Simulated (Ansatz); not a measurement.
Crystal: Bi2Se3 (Paraguanajuatite).

```xyz
5
Lattice="2.0715 1.1960 9.5453 -2.0715 1.1960 9.5453 0.0000 -2.3920 9.5453" Properties=species:S:1:pos:R:3 pbc="T T T"
Bi    0.0000    0.0000   17.1587
Bi    0.0000    0.0000   11.4773
Se    0.0000    0.0000   22.5738
Se    0.0000    0.0000    6.0622
Se    0.0000    0.0000    0.0000
```

Base run:

* Program: Ansatz 0.2.0
* Functional: revPBE
* Potentials or basis: Ansatz PAW
* Cutoff: 420 eV (not typed: the program's choice for these potentials)
* k mesh: 8 × 8 × 8
* Occupations: fermi-dirac, width 0.05 eV
* Spin: no spin polarisation

Its results: band gap on the k mesh 0.27 eV, direct; pressure 3.8 GPa; largest force 0.161 eV/Å.

The run is repeated on the same cell with these changes: functional from revPBE to r2SCAN; cutoff from 420 eV (not typed: the program's choice for these potentials) to 500 eV (not typed: the program's choice for these potentials); spin from no spin polarisation to spin-orbit coupling, no magnetisation; potential files from those of the base run to others of the same set. What comes out?

Band gap on the k mesh 0.21 eV, direct; pressure 1.7 GPa; largest force 0.112 eV/Å.

Several settings changed at once, so the effect can't be laid on one alone.

Caveats: the PAW data sets come from PBE, with cores solved anew for the run's functional, which leaves a small shift of forces and pressure; spin-orbit coupling is left out, which as a rule narrows the gap of such compounds by several tenths of an eV (some runs).
